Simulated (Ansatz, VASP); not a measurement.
**LiH in VASP and in Ansatz**

File INCAR:

```
PREC = Accurate ; ENCUT = 520
EDIFF = 1E-7 ; ISMEAR = -1
SIGMA = 0.02 ; LREAL = F
LASPH = T ; NELM = 100
ALGO = Fast ; ISIF = 2
LWAVE = F ; LCHARG = F
GGA = PE ; NBANDS = 9
```

Contents of KPOINTS:

```
Automatic mesh
0
Gamma
  10 10 10
```

File POSCAR:

```
LiH
1.0
    0.0000000000      2.1451220099      2.2161255484
    2.1451220099      0.0000000000      2.2161255484
    2.1451220099      2.1451220099      0.0000000000
Li H
1 1
Direct
    0.0000000000      0.0000000000      0.0000000000
    0.2500000000      0.2500000000      0.2500000000
```

Input for Ansatz:

```yaml
crystal:
  lattice:
    - [0.0, 2.1451220099, 2.2161255484]
    - [2.1451220099, 0.0, 2.2161255484]
    - [2.1451220099, 2.1451220099, 0.0]
  atoms:
    - { symbol: Li, position: [0.0, 0.0, 0.0] }
    - { symbol: H, position: [0.25, 0.25, 0.25] }
kpoints:
  mp_grid: { grid: [10, 10, 10] }
  band_path:
    path:
      - [0.0, 0.0, 0.0]
      - [-0.5, -0.5, 0.0]
      - [-0.375, -0.375, 0.25]
      - [-0.375, 0.0, 0.375]
      - [0.0, 0.0, 0.5]
      - [-0.5, -0.25, 0.25]
      - [-0.15, -0.075, 0.425]
      - [0.25, -0.25, -0.5]
    npoints: 1
hamiltonian:
  xc: pbe
scf:
  occupations: { method: fermi_dirac, width: 0.02 }
  n_extra_bands: 4
output:
  forces: true
  stress: true
  eigenvalues: true
```

Change from the starting cell: uniaxial_z strain +3.3%.

Alike in both runs: task single point; functional PBE; k mesh 10 × 10 × 10; occupations fermi-dirac, width 0.02 eV; no spin polarisation.

```csv
,VASP,Ansatz
version,VASP 6.6.1,Ansatz 0.2.0
potentials or method,"VASP PAW PBE potentials, release 64 (Li_sv, H)","plane waves, PAW"
plane-wave cutoff (eV),520,420
valence electrons in the cell,4,4
```

Ansatz gave:

```
gap on the k mesh at the Fermi level (eV) : 4.12
```

**Question.** Which values does VASP return?

**Answer.** gap on the k mesh at the Fermi level (eV): 4.13.

 A k mesh can miss the band edges.
